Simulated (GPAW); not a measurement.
# Cu (I4/mmm) in GPAW: a series of runs

One crystal, Cu, is run at these levels: BP86+D3, r2SCAN; tasks: elastic constants, Fermi surface.

Everything below comes from runs of GPAW 26.7.0. Logs are shortened: lines on timing, memory, paths and dates and some standing lists are left out, and cuts for length are marked. The log counts tension as positive stress, the text compression.

### Step 1. The structure

It takes space group I4/mmm (No. 139, tetragonal). Conventional cell: a = 2.886 Å, b = 2.886 Å, c = 2.752 Å, α = 90.00°, β = 90.00°, γ = 90.00°. Around Cu (site symmetry 4/mmm) lie 10 Cu at 2.46 to 2.75 Å.

This isn't the form of Cu at room conditions, which is fcc.

### Step 2. Elastic constants, BP86+D3, 11.46 Å³/atom

The input, run.py:

```python
import json
import numpy as np
import spglib
from ase.calculators.mixing import SumCalculator
from ase.constraints import FixSymmetry
from ase.filters import FrechetCellFilter
from ase.io import read, write
from ase.optimize import BFGS
from ase.stress import full_3x3_to_voigt_6_stress, voigt_6_to_full_3x3_strain, voigt_6_to_full_3x3_stress
from ase.units import GPa
from dftd3.ase import DFTD3
from gpaw import GPAW, PW, setup_paths

setup_paths.insert(0, '.')

atoms = read('POSCAR')

calc = GPAW(mode=PW(600),
            xc='GGA_X_B88+GGA_C_P86',
            kpts={'size': (13, 13, 13), 'gamma': True},
            occupations={'name': 'fermi-dirac', 'width': 0.05},
            nbands=14,
            convergence={'density': 1e-06, 'eigenstates': 1e-09},
            maxiter=150,
            txt='gpaw.txt')
atoms.calc = SumCalculator([calc, DFTD3(method='bp', damping='d3zero')])
atoms.set_constraint(FixSymmetry(atoms))
BFGS(FrechetCellFilter(atoms), trajectory='relax.traj', logfile='-').run(fmax=0.005, steps=40)
atoms.set_constraint()
energy = atoms.get_potential_energy()
forces = atoms.get_forces()
stress = atoms.get_stress()
calc.write('gs.gpw')
write('result.traj', atoms)
print('Cell:', atoms.cell.cellpar().round(4))
print(atoms.get_scaled_positions().round(5))

gpts = tuple(int(n) for n in calc.get_number_of_grid_points())
cell = atoms.cell[:].T
dataset = spglib.get_symmetry((atoms.cell[:], atoms.get_scaled_positions(), atoms.numbers), symprec=1e-4)
rotations = [cell @ w @ np.linalg.inv(cell) for w in dataset['rotations']]
strains, clamped, relaxed = [], [], []
for v in [0, 2, 3, 5]:
    for e in (-0.005, 0.005):
        voigt = np.zeros(6)
        voigt[v] = e
        F = voigt_6_to_full_3x3_strain(voigt)
        a = atoms.copy()
        a.set_cell(atoms.cell[:] @ F, scale_atoms=True)
        c = GPAW(mode=PW(600),
                 xc='GGA_X_B88+GGA_C_P86',
                 kpts={'size': (13, 13, 13), 'gamma': True},
                 occupations={'name': 'fermi-dirac', 'width': 0.05},
                 nbands=14,
                 convergence={'density': 1e-06, 'eigenstates': 1e-09},
                 maxiter=150,
                 gpts=gpts,
                 txt=f'strain-{v}{e:+.3f}.txt')
        a.calc = SumCalculator([c, DFTD3(method='bp', damping='d3zero')])
        s0 = s1 = a.get_stress() - stress
        print(v, e, 'clamped', (s0 / GPa).round(3), 'relaxed', (s1 / GPa).round(3), flush=True)
        for R in rotations:  # images under the point group
            eps = R @ (F - np.eye(3)) @ R.T
            strains.append(full_3x3_to_voigt_6_stress(eps) * [1, 1, 1, 2, 2, 2])
            for s, rows in ((s0, clamped), (s1, relaxed)):
                rows.append(full_3x3_to_voigt_6_stress(R @ voigt_6_to_full_3x3_stress(s) @ R.T))

C0, C = (np.linalg.lstsq(np.array(strains), np.array(s), rcond=None)[0].T / GPa for s in (clamped, relaxed))
print('Clamped-ion Cij (GPa):')
print(C0.round(1))
print('Relaxed-ion Cij (GPa):')
print(C.round(1))
json.dump({'clamped': C0.tolist(), 'relaxed': C.tolist()}, open('elastic.json', 'w'))
```

The input, POSCAR:

```
Cu
1.0
   -1.4427933200      1.4427933200      1.3760814500
    1.4427933200     -1.4427933200      1.3760814500
    1.4427933200      1.4427933200     -1.3760814500
Cu
1
Direct
    0.0000000000      0.0000000000      0.0000000000
```

Potentials or basis: PAW data sets generated in the run's folder for this functional, pw.

Command:

```
$ gpaw-setup -f GGA_X_B88+GGA_C_P86 Cu
$ OMP_NUM_THREADS=1 python run.py
```

gpaw.txt:

```text
__  _  _
 | _ |_)|_||  |
 |__||  | ||/\| - 26.7.0

Input parameters:
  mode=PW(ecut=600.0),
  convergence={'density': 1e-06, 'eigenstates': 1e-09},
  kpts=MonkhorstPack(size=(13, 13, 13), gamma=True),
  maxiter=150,
  nbands=14,
  occupations=Occupations(name='fermi-dirac', width=0.05),
  xc=XC(name='GGA_X_B88+GGA_C_P86')

Diagonalizing LCAO Hamiltonian
Converting LCAO to pw mode

       Cu

Atoms  # Å, Bohr magnetons
|   | symbol |        x |        y |        z |    initial magnetic moments |
|---|--------|----------|----------|----------|-----------------------------|
| 0 |     Cu | 0.000000 | 0.000000 | 0.000000 | ( 0.0000,  0.0000,  0.0000) |

Unit cell  # Å
| periodic |         x |         y |         z |  lengths |     angles |
|----------|-----------|-----------|-----------|----------|------------|
|      yes | -1.442793 |  1.442793 |  1.376081 | 2.461078 | 108.218096 |
|      yes |  1.442793 | -1.442793 |  1.376081 | 2.461078 | 108.218096 |
|      yes |  1.442793 |  1.442793 | -1.376081 | 2.461078 | 112.007635 |
[... 129 lines left out ...]
SCF iterations
|iter     | |      energy | eigst |  dens |
|---------|-|-------------|-------|-------|
|iter:   1| |   -4.365394 | -0.53 |       |
|iter:   2| |   -4.037303 | -3.05 | -0.92 |
|iter:   3| |   -3.509286 | -1.96 | -1.02 |
|iter:   4| |   -3.499150 | -4.05 | -1.85 |
|iter:   5| |   -3.491945 | -3.67 | -1.99 |
|iter:   6| |   -3.491956 | -6.47 | -3.53 |
|iter:   7| |   -3.491955c| -6.15 | -3.56 |
|iter:   8| |   -3.491955c| -9.15c| -4.73 |
|iter:   9| |   -3.491955c|-10.21c| -5.47 |
|iter:  10| |   -3.491955c|-10.63c| -6.22c|

Converged in 10 steps
Energy contributions relative to reference atoms: (reference = -45035.431810)

Energy contributions:
  Kinetic:          -9.220591
  Coulomb:           7.062367
  Zero:              0.042334
  External:          0.000000
  Xc:               -1.374732
  Entropy:          -0.002667
  Spinorbit:         0.000000
  ----------------------------
  Free energy:      -3.493289
  Extrapolated:     -3.491955
[... 25 lines left out ...]
Stress tensor  # eV/Ang^3
|         x |         y |         z |
|-----------|-----------|-----------|
| -0.057744 |  0.000000 | -0.000000 |
|  0.000000 | -0.057744 | -0.000000 |
| -0.000000 | -0.000000 | -0.056061 |

Forces  # eV/Ang
|        x |       y |        z |
|----------|---------|----------|
| -0.00000 | 0.00000 | -0.00000 |  # Cu   0

Interpolating wave functions to new cell

       Cu

Atoms  # Å, Bohr magnetons
|   | symbol |        x |        y |        z |    initial magnetic moments |
|---|--------|----------|----------|----------|-----------------------------|
| 0 |     Cu | 0.000000 | 0.000000 | 0.000000 | ( 0.0000,  0.0000,  0.0000) |
[... 189 lines left out ...]
Stress tensor  # eV/Ang^3
|         x |         y |         z |
|-----------|-----------|-----------|
| -0.096745 |  0.000000 |  0.000000 |
|  0.000000 | -0.096745 | -0.000000 |
|  0.000000 | -0.000000 | -0.097160 |

Forces  # eV/Ang
|       x |       y |       z |
|---------|---------|---------|
| 0.00000 | 0.00000 | 0.00000 |  # Cu   0

Interpolating wave functions to new cell

       Cu

Atoms  # Å, Bohr magnetons
|   | symbol |        x |        y |        z |    initial magnetic moments |
|---|--------|----------|----------|----------|-----------------------------|
| 0 |     Cu | 0.000000 | 0.000000 | 0.000000 | ( 0.0000,  0.0000,  0.0000) |
[... 136 lines left out ...]
SCF iterations
|iter     | |      energy | eigst |  dens |
|---------|-|-------------|-------|-------|
|iter:   1| |   -3.440097 | -1.99 |       |
|iter:   2| |   -3.430278 | -4.45 | -1.65 |
|iter:   3| |   -3.413232 | -3.50 | -1.73 |
|iter:   4| |   -3.413225 | -4.48 | -2.44 |
|iter:   5| |   -3.413453c| -3.97 | -2.62 |
|iter:   6| |   -3.413451c| -6.94 | -3.56 |
|iter:   7| |   -3.413449c| -6.71 | -3.65 |
|iter:   8| |   -3.413449c| -9.60c| -5.42 |
|iter:   9| |   -3.413449c| -9.70c| -6.10c|

Converged in 9 steps
Energy contributions relative to reference atoms: (reference = -45035.431810)

Energy contributions:
  Kinetic:          -6.358867
  Coulomb:           4.826765
  Zero:              0.047816
  External:          0.000000
  Xc:               -1.927991
  Entropy:          -0.002344
  Spinorbit:         0.000000
  ----------------------------
  Free energy:      -3.414621
  Extrapolated:     -3.413449
[... 25 lines left out ...]
Stress tensor  # eV/Ang^3
|         x |         y |         z |
|-----------|-----------|-----------|
| -0.148328 |  0.000000 | -0.000000 |
|  0.000000 | -0.148328 |  0.000000 |
| -0.000000 |  0.000000 | -0.151493 |

Forces  # eV/Ang
|        x |       y |        z |
|----------|---------|----------|
| -0.00000 | 0.00000 | -0.00000 |  # Cu   0

Interpolating wave functions to new cell

       Cu

Atoms  # Å, Bohr magnetons
|   | symbol |        x |        y |        z |    initial magnetic moments |
|---|--------|----------|----------|----------|-----------------------------|
| 0 |     Cu | 0.000000 | 0.000000 | 0.000000 | ( 0.0000,  0.0000,  0.0000) |
[... 187 lines left out ...]
Stress tensor  # eV/Ang^3
|         x |         y |         z |
|-----------|-----------|-----------|
| -0.141196 | -0.000000 |  0.000000 |
| -0.000000 | -0.141196 |  0.000000 |
|  0.000000 |  0.000000 | -0.144063 |

Forces  # eV/Ang
|       x |        y |        z |
|---------|----------|----------|
| 0.00000 | -0.00000 | -0.00000 |  # Cu   0

Interpolating wave functions to new cell

       Cu

Atoms  # Å, Bohr magnetons
|   | symbol |        x |        y |        z |    initial magnetic moments |
|---|--------|----------|----------|----------|-----------------------------|
| 0 |     Cu | 0.000000 | 0.000000 | 0.000000 | ( 0.0000,  0.0000,  0.0000) |
[... 136 lines left out ...]
SCF iterations
|iter     | |      energy | eigst |  dens |
|---------|-|-------------|-------|-------|
|iter:   1| |   -3.420561 | -4.80 |       |
|iter:   2| |   -3.420561 | -8.10 | -3.83 |
|iter:   3| |   -3.420561c| -7.86 | -3.91 |
|iter:   4| |   -3.420561c| -8.69 | -4.39 |
|iter:   5| |   -3.420561c| -8.33 | -4.62 |
|iter:   6| |   -3.420561c|-10.06c| -5.73 |
|iter:   7| |   -3.420561c| -9.60c| -5.93 |
|iter:   8| |   -3.420561c|-10.62c| -6.89c|

Converged in 8 steps
Energy contributions relative to reference atoms: (reference = -45035.431810)

Energy contributions:
  Kinetic:          -6.569429
  Coulomb:           4.992026
  Zero:              0.047499
  External:          0.000000
  Xc:               -1.889474
  Entropy:          -0.002366
  Spinorbit:         0.000000
  ----------------------------
  Free energy:      -3.421744
  Extrapolated:     -3.420561
[... 25 lines left out ...]
Stress tensor  # eV/Ang^3
|         x |         y |         z |
|-----------|-----------|-----------|
| -0.141525 |  0.000000 |  0.000000 |
|  0.000000 | -0.141525 |  0.000000 |
|  0.000000 |  0.000000 | -0.144471 |

Forces  # eV/Ang
|       x |       y |        z |
|---------|---------|----------|
| 0.00000 | 0.00000 | -0.00000 |  # Cu   0

Interpolating wave functions to new cell

       Cu

Atoms  # Å, Bohr magnetons
|   | symbol |        x |        y |        z |    initial magnetic moments |
|---|--------|----------|----------|----------|-----------------------------|
| 0 |     Cu | 0.000000 | 0.000000 | 0.000000 | ( 0.0000,  0.0000,  0.0000) |
[... 165 lines left out ...]
Fermi level: 9.219
Eigenvalues  # (at kpt = [0.000, 0.000, 0.000])
| band index |      eig [eV] | occ [0-2] |
|------------|---------------|-----------|
|          0 |        -0.845 |     2.000 |
|          1 |         5.670 |     2.000 |
|          2 |         5.907 |     2.000 |
|          3 |         5.907 |     2.000 |
|          4 |         6.840 |
[... cut ...]
moments |
|---|--------|----------|----------|----------|-----------------------------|
| 0 |     Cu | 0.000000 | 0.000000 | 0.000000 | ( 0.0000,  0.0000,  0.0000) |

Unit cell  # Å
| periodic |         x |         y |         z |  lengths |     angles |
|----------|-----------|-----------|-----------|----------|------------|
|      yes | -1.414780 |  1.414780 |  1.339838 | 2.407981 | 108.035014 |
|      yes |  1.414780 | -1.414780 |  1.339838 | 2.407981 | 108.035014 |
|      yes |  1.414780 |  1.414780 | -1.339838 | 2.407981 | 112.383475 |

Number of symmetries: 16
Symmetry operations  # r_c * U_cc + t_c -> r_c
|    | kind |            matrix            |
|----|------|------------------------------|
|  0 |  σ   |  1, 1, 1,  0, 0,-1,  0,-1, 0 |
|  1 |  C4  |  1, 1, 1,  0, 0,-1, -1, 0, 0 |
|  2 |  E   |  1, 0, 0,  0, 1, 0,  0, 0, 1 |
|  3 |  σ   |  1, 0, 0,  0, 1, 0, -1,-1,-1 |
|  4 |  σ   |  0, 1, 0,  1, 0, 0,  0, 0, 1 |
|  5 |  C2  |  0, 1, 0,  1, 0, 0, -1,-1,-1 |
|  6 |  C2  |  0, 0, 1, -1,-1,-1,  1, 0, 0 |
|  7 |  S4  |  0, 0, 1, -1,-1,-1,  0, 1, 0 |
[... 167 lines left out ...]
Stress tensor  # eV/Ang^3
|         x |         y |         z |
|-----------|-----------|-----------|
| -0.142566 |  0.000000 | -0.000000 |
|  0.000000 | -0.142566 |  0.000000 |
| -0.000000 |  0.000000 | -0.146675 |

Forces  # eV/Ang
|       x |       y |        z |
|---------|---------|----------|
| 0.00000 | 0.00000 | -0.00000 |  # Cu   0

Interpolating wave functions to new cell

       Cu

Atoms  # Å, Bohr magnetons
|   | symbol |        x |        y |        z |    initial magnetic moments |
|---|--------|----------|----------|----------|-----------------------------|
| 0 |     Cu | 0.000000 | 0.000000 | 0.000000 | ( 0.0000,  0.0000,  0.0000) |
[... 187 lines left out ...]
Stress tensor  # eV/Ang^3
|         x |         y |         z |
|-----------|-----------|-----------|
| -0.141922 | -0.000000 | -0.000000 |
| -0.000000 | -0.141922 |  0.000000 |
| -0.000000 |  0.000000 | -0.146861 |

Forces  # eV/Ang
|        x |       y |       z |
|----------|---------|---------|
| -0.00000 | 0.00000 | 0.00000 |  # Cu   0

Interpolating wave functions to new cell

       Cu

Atoms  # Å, Bohr magnetons
|   | symbol |        x |        y |        z |    initial magnetic moments |
|---|--------|----------|----------|----------|-----------------------------|
| 0 |     Cu | 0.000000 | 0.000000 | 0.000000 | ( 0.0000,  0.0000,  0.0000) |
[... 187 lines left out ...]
Stress tensor  # eV/Ang^3
|         x |         y |         z |
|-----------|-----------|-----------|
| -0.140850 |  0.000000 | -0.000000 |
|  0.000000 | -0.140850 |  0.000000 |
| -0.000000 |  0.000000 | -0.146232 |

Forces  # eV/Ang
|       x |       y |       z |
|---------|---------|---------|
| 0.00000 | 0.00000 | 0.00000 |  # Cu   0

# Writing to gs.gpw (mode='')
```

Run time: 6.1 min. Hardware: 1 thread of Arm Neoverse V2, shared host; peak memory 0.34 GiB.

What came out:

* Free energy: -4.4656 eV
* Relaxed volume: 10.74 Å³/atom
* Relaxed cell: a = 2.409 Å, b = 2.409 Å, c = 2.409 Å, α = 107.90°, β = 107.90°, γ = 112.66°
* Space group after relaxing (to 0.05 Å): I4/mmm (No. 139)
* Pressure after relaxing: 0.1 GPa
* Band gap on the k mesh: none (metal or under the smearing width)
* Voigt bulk modulus: 198 GPa
* Dispersion energy per atom: -1.044 eV

Caveat: with this Cu data set, volumes or pressures lay over 1.5 % or 2 GPa off other programs in two to four cells of ten; the density grid can change from cell to cell, which puts small steps into energies and stress; the elastic tensor has a negative eigenvalue, so either the cell is unstable as it stands or the mesh is too thin; pairwise dispersion overbinds metals, which lowers pressure and volume.

[end of part 1 of 2]
